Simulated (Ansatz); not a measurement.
Input and command of a plane-wave DFT calculation in Ansatz:

```yaml
crystal:
  lattice:
    - [3.1542061832, 0.0, 0.0]
    - [-1.5771030916, 2.7316226834, 0.0]
    - [0.0, 0.0, 12.1399091344]
  atoms:
    - { symbol: W, position: [0.3553171577, 0.6666666667, 0.25] }
    - { symbol: W, position: [0.6667305632, 0.3333333333, 0.75] }
    - { symbol: S, position: [0.3335271761, 0.6666666667, 0.6202874207] }
    - { symbol: S, position: [0.6032592708, 0.3333333333, 0.1202874207] }
    - { symbol: S, position: [0.3335271761, 0.6666666667, 0.8797125793] }
    - { symbol: S, position: [0.6032592708, 0.3333333333, 0.3797125793] }
basis:
  ecutwfc: 420
kpoints:
  mp_grid: { grid: [12, 12, 4] }
hamiltonian:
  xc: pbe
  dispersion: d3bj
scf:
  occupations: { method: gaussian, width: 0.05 }
output:
  forces: true
  stress: true
  eigenvalues: true
```

```bash
ansatz run input.yaml --threads 2 --pin off --max-ram 5120MiB --backend cpu --events-out ev --progress --plain --runs-dir out
```

Processor: Arm Neoverse V2, 2 threads, on a host shared with other jobs.

Task: How long does it run, and how much memory does it take?

Result: About 26 s on 2 threads of Arm Neoverse V2, on a shared host, peak memory 0.75 GiB. It solves 32 bands at 222 k points (the mesh reduced by symmetry) with about 2033 plane waves, in 7 SCF iterations.
